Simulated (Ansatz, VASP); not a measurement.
NaH: VASP beside Ansatz

File INCAR:

```
  PREC = Accurate
  ENCUT = 520
  EDIFF = 1E-7
  ISMEAR = 0
  SIGMA = 0.05
  LREAL = False
  LASPH = True
  NELM = 100
  ALGO = Normal
  ISIF = 2
  LWAVE = False
  LCHARG = False
  GGA = PE
  NBANDS = 11
```

File KPOINTS:

```
regular mesh
0
Gamma
  8 8 8
```

POSCAR

```
NaH
1.0
    0.0000000000      2.4400000000      2.4400000000
    2.4400000000      0.0000000000      2.4400000000
    2.4400000000      2.4400000000      0.0000000000
Na H
1 1
Direct
   -0.0537909836     -0.0537909836      0.0537909836
    0.5000000000      0.5000000000      0.5000000000
```

Input for Ansatz:

```yaml
crystal:
  lattice:
    - [0.0, 2.44, 2.44]
    - [2.44, 0.0, 2.44]
    - [2.44, 2.44, 0.0]
  atoms:
    - { symbol: Na, position: [-0.0537909836, -0.0537909836, 0.0537909836] }
    - { symbol: H, position: [0.5, 0.5, 0.5] }
basis:
  ecutwfc: 420
kpoints:
  mp_grid: { grid: [8, 8, 8] }
hamiltonian:
  xc: pbe
scf:
  occupations: { method: gaussian, width: 0.05 }
output:
  forces: true
  stress: true
  eigenvalues: true
```

Change from the starting cell: all Na atoms moved +0.263 Å, as atom 1 towards its neighbour atom 2 (H) at 2.440 Å.

Alike in both runs: task single point; functional PBE; k mesh 8 × 8 × 8; occupations gaussian, width 0.05 eV; no spin polarisation.

```csv
,VASP,Ansatz
version,VASP 6.6.1,Ansatz 0.2.0
potentials or method,"VASP PAW PBE potentials, release 64 (Na_pv, H)","scalar-relativistic, plane waves, PAW"
plane-wave cutoff (eV),520,420
valence electrons in the cell,8,10
```

VASP gave:

| Item | Value |
| --- | --- |
| gap on the k mesh at the Fermi level (eV) | 3.70 |
| least direct gap on the mesh (eV) | 4.55 |
| pressure (GPa) | -0.1 |
| largest component of the traceless stress (GPa) | 1.42 |
| rms of the force components (eV/Å) | 0.152 |

Which values does Ansatz return?

gap on the k mesh at the Fermi level (eV): 3.70; least direct gap on the mesh (eV): 4.55; pressure (GPa): -0.1; largest component of the traceless stress (GPa): 1.40; rms of the force components (eV/Å): 0.150.

Atom by atom the forces differ by 0.002 eV/Å (rms over components). The two sets of potentials don't hold the same shells in valence.

A k mesh can miss the band edges.
